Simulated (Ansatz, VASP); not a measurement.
LiH: VASP beside Ansatz

The input INCAR:

```
SYSTEM = LiH
AGGAC = 0.0 ; ALDAC = 0.0
ALGO = Normal ; EDIFF = 1E-6
ENCUT = 520 ; GGA = PE
ISIF = 2 ; ISMEAR = 0
LASPH = .TRUE. ; LCHARG = .TRUE.
LELF = .TRUE. ; LREAL = .FALSE.
LVHAR = .TRUE. ; LWAVE = .FALSE.
NBANDS = 9 ; NELM = 60
PREC = Accurate ; SIGMA = 0.01
```

The input KPOINTS:

```
k-points
0
G
  11 11 11
  0 0 0
```

File POSCAR:

```
LiH
1.0
    0.0000000000      2.0092229770      2.0092229770
    2.0092229770      0.0000000000      2.0092229770
    2.0092229770      2.0092229770      0.0000000000
Li H
1 1
Direct
    0.0000000000      0.0000000000      0.0000000000
    0.5000000000      0.5000000000      0.5000000000
```

Contents of input.yaml:

```yaml
crystal:
  lattice:
    - [0.0, 2.009222977, 2.009222977]
    - [2.009222977, 0.0, 2.009222977]
    - [2.009222977, 2.009222977, 0.0]
  atoms:
    - { symbol: Li, position: [0.0, 0.0, 0.0] }
    - { symbol: H, position: [0.5, 0.5, 0.5] }
hamiltonian:
  xc: { exchange: pbe, correlation: none }
  pseudopotentials: { kind: paw, source: ansatz }
kpoints:
  mp_grid: { grid: [11, 11, 11] }
scf:
  occupations: { method: fixed }
output:
  forces: true
  stress: true
  eigenvalues: true
  write_density: true
  write_potential: true
  elf: true
  volumetric_format: npy
```

Alike in both runs: task single point; functional PBE exchange alone; k mesh 11 × 11 × 11; no spin polarisation.

```csv
,VASP,Ansatz
version,VASP 6.6.1,Ansatz 0.2.0
potentials or method,"VASP PAW PBE potentials, release 64 (Li_sv, H)",Ansatz PAW earlier set
plane-wave cutoff (eV),520,800
occupations,"gaussian, width 0.01 eV",fixed
valence electrons in the cell,4,4
```

Ansatz gave:

* gap on the k mesh at the Fermi level (eV): 3.70
* least direct gap on the mesh (eV): 3.70

Which values does VASP return?

gap on the k mesh at the Fermi level (eV): 3.69; least direct gap on the mesh (eV): 3.69.

Caveats: an odd mesh through Γ misses points on the zone boundary, where band edges often lie (VASP); odd divisions of the mesh miss points on the zone boundary, where band edges often lie, so the gap on the mesh can be too wide (Ansatz).
